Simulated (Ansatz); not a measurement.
CdSe: equation of state with LDA

Crystal: CdSe.

```xyz
2
Lattice="0.0000 2.8740 2.8740 2.8740 0.0000 2.8740 2.8740 2.8740 0.0000" Properties=species:S:1:pos:R:3 pbc="T T T"
Cd    0.0000    0.0000    0.0000
Se    2.8740    2.8740    2.8740
```

Measurements of this composition are mostly on another form, of space group No. 186.

- Program: Ansatz 0.2.0
- Task: equation of state
- Functional: LDA
- Potentials or basis: Ansatz PAW
- Cutoff: 420 eV
- Density cutoff: 1680 eV
- k mesh: 8 × 8 × 8
- Occupations: fermi-dirac, width 0.05 eV
- Spin: no spin polarisation

| Property | Result |
| --- | --- |
| Equilibrium volume | 21.55 Å³/atom (rough: see the caveat) |
| Bulk modulus | 78 GPa (rough) |

Energy against volume, from the lowest point:
```csv
volume (Å³/atom),energy (meV/atom)
22.314,0.00
22.788,9.45
23.263,22.55
23.738,38.88
24.213,58.06
24.687,79.72
25.162,103.55
```

All runs of the series together: 4.5 s on 2 threads of Intel(R) Xeon(R) Platinum 8488C (Sapphire Rapids), with other jobs on the host.

Caveat: the minimum lies outside the volumes run.
